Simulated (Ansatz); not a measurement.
Computed with Ansatz 0.2.0, DFT LDA, scalar-relativistic, plane waves, PAW.

Structure of SiO₂:

```xyz
12
Lattice="0.0000 4.6987 7.3419 2.3472 0.0000 7.3419 2.3472 4.6987 0.0000" Properties=species:S:1:pos:R:3 pbc="T T T"
Si    3.5208    7.0481    8.2681
Si    2.3472    4.6987    4.5972
Si    2.3472    4.6987   10.0865
Si    3.5208    7.0481   13.7575
O     1.7604    5.8734    5.5064
O     1.7604    3.5240    9.1773
O     2.9340    5.8734    9.1773
O     2.9340    3.5240    5.5064
O     2.3472    1.7446    7.3419
O     2.3472    7.6529    7.3419
O     1.1736    4.0939    3.6709
O     1.1736    0.6048    3.6709
```

Cutoff 420 eV; k points 6×6×6 on the computed 12-atom cell (Γ-centred); Gaussian smearing, width 0.02 eV; no spin polarisation.

Levels along Γ–Y–T–Z–Γ–Σ0 | U0–T | Y–C0 | A0–Z, in eV from a zero inside the gap, sorted by energy at each point. Points in fractions of the primitive reciprocal vectors: Γ (0.000 0.000 0.000), Y (0.500 0.000 0.500), T (1.000 0.500 0.500), Z (0.500 0.500 0.000), Σ0 (0.000 0.338 0.338), U0 (1.000 0.662 0.662), C0 (0.500 0.213 0.713), A0 (0.500 0.787 0.287).
| point | k (1/Å, with 2π) | band 29 | band 30 | band 31 | band 32 | band 33 | band 34 | band 35 |
| --- | --- | --- | --- | --- | --- | --- | --- | --- |
| Γ | 0.000 | -3.41 | -3.23 | -2.82 | -2.80 | 2.80 | 5.34 | 5.35 |
| - | 0.334 | -3.41 | -3.35 | -3.19 | -2.90 | 3.51 | 5.67 | 5.85 |
| Y | 0.669 | -3.69 | -3.69 | -3.07 | -3.07 | 4.98 | 4.98 | 6.53 |
| - | 0.883 | -3.71 | -3.71 | -2.99 | -2.99 | 5.10 | 5.10 | 6.48 |
| T | 1.097 | -3.71 | -3.71 | -2.92 | -2.92 | 5.31 | 5.31 | 6.05 |
| - | 1.431 | -3.45 | -3.45 | -3.01 | -3.01 | 4.45 | 4.45 | 6.25 |
| Z | 1.765 | -3.43 | -3.43 | -2.95 | -2.95 | 3.95 | 3.95 | 5.80 |
| - | 1.979 | -3.40 | -3.34 | -2.88 | -2.87 | 3.12 | 4.97 | 5.49 |
| Γ | 2.193 | -3.41 | -3.23 | -2.82 | -2.80 | 2.80 | 5.34 | 5.35 |
| - | 2.645 | -3.48 | -3.24 | -3.12 | -3.08 | 4.02 | 6.01 | 6.29 |
| Σ0 | 3.098 | -3.73 | -3.53 | -3.19 | -2.93 | 5.79 | 5.87 | 6.14 |
| U0 | 3.098 | -3.73 | -3.53 | -3.19 | -2.93 | 5.79 | 5.87 | 6.14 |
| - | 3.314 | -3.81 | -3.62 | -3.02 | -2.88 | 5.41 | 5.59 | 6.02 |
| T | 3.531 | -3.71 | -3.71 | -2.92 | -2.92 | 5.31 | 5.31 | 6.05 |
| Y | 3.531 | -3.69 | -3.69 | -3.07 | -3.07 | 4.98 | 4.98 | 6.53 |
| - | 3.817 | -3.58 | -3.58 | -3.07 | -3.07 | 5.28 | 5.28 | 6.67 |
| C0 | 4.102 | -3.50 | -3.50 | -3.08 | -3.08 | 5.73 | 5.73 | 6.37 |
| A0 | 4.102 | -3.50 | -3.50 | -3.08 | -3.08 | 5.73 | 5.73 | 6.37 |
| - | 4.486 | -3.28 | -3.28 | -3.12 | -3.12 | 4.62 | 4.62 | 6.14 |
| Z | 4.870 | -3.43 | -3.43 | -2.95 | -2.95 | 3.95 | 3.95 | 5.80 |

This form isn't the usual stable structure of the compound.

Cost: 1 run of about 2.1 core-minutes, on Arm Neoverse V2 (shared hosts).